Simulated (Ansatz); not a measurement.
A run of Ansatz 0.2.0 is set up as follows.

File input.yaml:

```yaml
crystal:
  lattice:
    - [-1.799716, 1.842947, 1.836533]
    - [1.798874, -1.805836, 1.798581]
    - [1.788788, 1.794908, -1.799422]
  atoms:
    - { symbol: Zr, position_ang: [-0.0060987007, 0.044519451, -0.0147469092], spin: 0.5, spin_axis: [0.0, 0.0, 1.0] }
kpoints:
  mp_grid: { grid: [8, 8, 8] }
  band_path:
    path: [[0.5, 0.0, -0.5], [0.0, 0.0, 0.0], [-0.5, 0.0, 0.0]]
    npoints: 6
scf:
  occupations: { method: fermi_dirac, width: 0.1 }
hamiltonian:
  xc: { exchange: slater, correlation: vwn5 }
  pseudopotentials: { kind: all_electron, lapw: { basis_error: 0.001 } }
magnetization:
  noncollinear: true
  spin_orbit: true
output:
  forces: true
  stress: true
  eigenvalues: true
```

Potentials or basis: all-electron LAPW, relativistic spinors.

The run is started by

```sh
$ ansatz run input.yaml --threads 1 --pin off --max-ram 2560MiB --backend cpu --events-out ev --progress --plain --runs-dir out
```

Problem. Predict the absolute moment.

Solution. 0.00 μB per cell.

Problem. Estimate the band gap along the path.

Solution. None (metal or under the smearing width).

Problem. Estimate the pressure.

Solution. -9.0 GPa.

Problem. Predict the net moment.

Solution. 0.00 μB per cell.

Stress tensor (GPa, compression positive):
```
-9.29  0.14  0.03
 0.14 -8.88 -0.51
 0.03 -0.51 -8.90
```

Caveat: the starting moments weren't kept.
